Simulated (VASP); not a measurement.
Input of a VASP 6.6.1 run:

Contents of INCAR:

```
SYSTEM = Ta
PREC     = Accurate       ! precision mode
ENCUT    = 520            ! plane-wave cutoff, eV
EDIFF    = 1E-6           ! SCF threshold, eV
ISMEAR   = -1             ! smearing method
SIGMA    = 0.1            ! smearing width, eV
LREAL    = .False.        ! projectors in reciprocal space
LASPH    = .True.         ! aspherical terms in the spheres
NELM     = 80             ! most SCF steps
ALGO     = Normal         ! electronic algorithm
ISIF     = 2              ! what is computed and relaxed
LWAVE    = .False.        ! write WAVECAR
LCHARG   = .False.        ! write CHGCAR
GGA      = B5             ! functional
ALDAX    = 1.0          
AGGAX    = 1.0          
AGGAC    = 1.0          
ALDAC    = 0.0          
NBANDS   = 12             ! bands
```

Contents of KPOINTS:

```
regular mesh
0
Gamma
  12 12 12
  0 0 0
```

POSCAR

```
Ta
1.0
    2.7782269006      0.0000000000      0.0000000000
    0.0000000000      2.7782269006      0.0000000000
    0.0000000000      0.0000000000      2.7782269006
Ta
1
Direct
    0.0000000000      0.0000000000      0.0000000000
```

Potentials or basis: VASP PAW PBE potentials, release 64 (Ta_pv).

Command:

```console
$ cat potpaw_PBE.64/Ta_pv/POTCAR > POTCAR
$ mpirun -np 1 vasp_std > vasp.out
```

What does it give for the band gap on the k mesh?

None (metal or under the smearing width).

Estimate the pressure.

0.6 GPa.

Caveat: the PAW data sets were made with another functional, which shifts forces and pressure a little. The run has no spin-orbit coupling, so splittings on Ta are missing.
